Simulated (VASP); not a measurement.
Wanted: the native input for a VASP 6.6.1 run.

| Property | Result |
| --- | --- |
| Task | band structure |
| Functional | PBE |
| Potentials or basis | VASP PAW PBE potentials, release 64 (Ga_d_GW, N_GW) |
| Cutoff | 450 eV |
| k mesh | 10 × 10 × 10 |
| Occupations | gaussian, width 0.02 eV |
| Spin | no spin polarisation |
| Further INCAR settings | ALGO = Normal; EDIFF = 1e-06; NBANDS = 16 |

Crystal: GaN.

```
CELL_PARAMETERS angstrom
0.00000 2.13524 2.13524
2.13524 0.00000 2.13524
2.13524 2.13524 0.00000
ATOMIC_POSITIONS crystal
Ga 0.00000 0.00000 0.00000
N 0.50000 0.50000 0.50000
```

Measurements of this composition are mostly on another form, of space group No. 186.

The input as run:

POSCAR

```
GaN
1.0
    0.0000000000      2.1352350000      2.1352350000
    2.1352350000      0.0000000000      2.1352350000
    2.1352350000      2.1352350000      0.0000000000
Ga N
1 1
Direct
    0.0000000000      0.0000000000      0.0000000000
    0.5000000000      0.5000000000      0.5000000000
```

INCAR.step1

```
  PREC = Accurate
  ENCUT = 450
  EDIFF = 1E-6
  ISMEAR = 0
  SIGMA = 0.02
  LREAL = False
  LASPH = True
  NELM = 80
  ALGO = Normal
  ISIF = 2
  LWAVE = False
  LCHARG = True
  GGA = PE
  NBANDS = 16
```

KPOINTS.step1

```
regular mesh
0
Gamma
  10 10 10
```

INCAR.step2

```
  PREC = Accurate
  ENCUT = 450
  EDIFF = 1E-6
  ISMEAR = 0
  SIGMA = 0.05
  LREAL = False
  LASPH = True
  NELM = 80
  ALGO = Normal
  ISIF = 2
  LWAVE = False
  LCHARG = False
  GGA = PE
  NBANDS = 16
  ICHARG = 11
```

KPOINTS.step2

```
path GXWKGLUWLK,UX
15
line-mode
reciprocal
 0.0000000000  0.0000000000  0.0000000000  G
 0.5000000000  0.0000000000  0.5000000000  X

 0.5000000000  0.0000000000  0.5000000000  X
 0.5000000000  0.2500000000  0.7500000000  W

 0.5000000000  0.2500000000  0.7500000000  W
 0.3750000000  0.3750000000  0.7500000000  K

 0.3750000000  0.3750000000  0.7500000000  K
 0.0000000000  0.0000000000  0.0000000000  G

 0.0000000000  0.0000000000  0.0000000000  G
 0.5000000000  0.5000000000  0.5000000000  L

 0.5000000000  0.5000000000  0.5000000000  L
 0.6250000000  0.2500000000  0.6250000000  U

 0.6250000000  0.2500000000  0.6250000000  U
 0.5000000000  0.2500000000  0.7500000000  W

 0.5000000000  0.2500000000  0.7500000000  W
 0.5000000000  0.5000000000  0.5000000000  L

 0.5000000000  0.5000000000  0.5000000000  L
 0.3750000000  0.3750000000  0.7500000000  K

 0.6250000000  0.2500000000  0.6250000000  U
 0.5000000000  0.0000000000  0.5000000000  X
```

Potentials or basis: VASP PAW PBE potentials, release 64 (Ga_d_GW, N_GW).

Run with:

```console
$ cat potpaw_PBE.64/Ga_d_GW/POTCAR potpaw_PBE.64/N_GW/POTCAR > POTCAR
$ cp INCAR.step1 INCAR
$ cp KPOINTS.step1 KPOINTS
$ mpirun -np 1 vasp_std > vasp.out
$ cp INCAR.step2 INCAR
$ cp KPOINTS.step2 KPOINTS
$ mpirun -np 1 vasp_std > vasp.out
```

It gave:

- Band gap on the k mesh: 0.42 eV, indirect (least direct gap 2.36 eV)
- Band gap along the path: 0.39 eV, indirect (least direct gap 2.36 eV)

Caveat: the log is that of the step along the path at fixed density, whose energy, stress, charges and moments have no meaning.

Wall time 34 s on 1 thread of Intel(R) Xeon(R) Platinum 8488C (Sapphire Rapids), with other jobs on the host, peak memory 0.16 GiB.
